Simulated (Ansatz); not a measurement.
Put MgS in P4_12_12 (No. 92): Mg on 4a; S on 4a. A trial structure of MgS was built thus: 4-connected net, two elements alternating.

These are results of DFT PBE, scalar-relativistic, plane waves, PAW in Ansatz, not measurements. Cutoff 420 eV, Γ-centred mesh, Gaussian smearing, no spin polarisation.

The zero of energy is the elements' standard structures at the same level; no fitted shifts are applied.

Question: Which cell and coordinates does it relax to?

Answer:

Space group P4_12_12 (No. 92). a = 6.968 Å, b = 6.968 Å, c = 3.693 Å, α = 90.00°, β = 90.00°, γ = 90.00°
```csv
atom,site,symmetry,x,y,z
Mg,4a,..2,0.6641,0.6641,0.5000
S,4a,..2,0.8317,0.8317,0.0000
```

Mg has 4 S at 2.48–2.49 Å; S has 4 Mg at 2.48–2.49 Å. Another local minimum with the same sites may exist.

Question: And its energy and gap?

Answer: The energy over the elements is −1.312 eV/atom. The gap on the 4×4×6 mesh of the 8-atom cell is 2.85 eV.

The last run used Gaussian smearing of 0.02 eV. Kohn–Sham gaps at this level usually fall short of measured ones. The reference form of S is held partly by dispersion forces, which this level lacks. A structure relaxed within its symmetry needn't be a true minimum. Another cell of MgS relaxed alike, in Pm-3n, lies 51 meV/atom lower, so this cell isn't the stable form at this level.
